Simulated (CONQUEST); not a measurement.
# MgO under changes of volume

One of the cells (9.221 Å³/atom); the others are scaled copies at fixed shape and fractional positions:

```xyz
4
Lattice="2.9656 0.0000 0.0000 0.0000 2.9656 0.0000 0.0000 0.0000 4.1940" Properties=species:S:1:pos:R:3 pbc="T T T"
Mg    0.0000    0.0000    0.0000
Mg    1.4828    1.4828    2.0970
O     0.0000    0.0000    2.0970
O     1.4828    1.4828    0.0000
```

The cell is a database's computed one.

| Property | Result |
| --- | --- |
| Program | CONQUEST 1.3 |
| Functional | PBE |
| Potentials or basis | PseudoDojo NC PBE, DZP, grid of 32 × 32 × 48 points |
| k mesh | 9 × 9 × 6 |
| Occupations | fermi-dirac, width 0.05 eV |
| Spin | no spin polarisation |

```csv
volume (Å³/atom),energy over the lowest point (meV/atom),pressure (GPa),gap on the mesh (eV)
8.668,76.89,23.8,5.41
8.853,51.99,19.5,5.18
9.037,32.23,14.9,4.97
9.221,17.54,10.4,4.76
9.406,?,?,?
9.590,2.47,3.3,4.37
9.775,0.00,1.0,4.19
```

Problem. What does the run at 9.406 Å³/atom give?

Solution. Energy over the lowest point 8.07 meV/atom; pressure 6.6 GPa; gap on the mesh 4.56 eV.

Worked out: A Birch-Murnaghan fit of order 3 (a polynomial in V^(-2/3)) to the other rows has its minimum at 9.79 Å³/atom, just outside them, with B0 = V·E''(V) = 153 GPa and B' = 4.5. It gives 7.92 meV/atom at 9.406 Å³/atom, against the run's 8.07, and -dE/dV = 6.7 GPa, against 6.6. A straight line through the other rows of the gap, of slope -10.1 eV per unit of ln V, gives 4.57 eV, against the run's 4.56.

Energies are extrapolated to zero smearing.

Caveats: an odd mesh through Γ misses points on the zone boundary, where band edges often lie; the basis of atomic orbitals isn't converged, which shifts pressures, moduli and gaps; the real-space grid breaks the cell's symmetry a little (some runs).
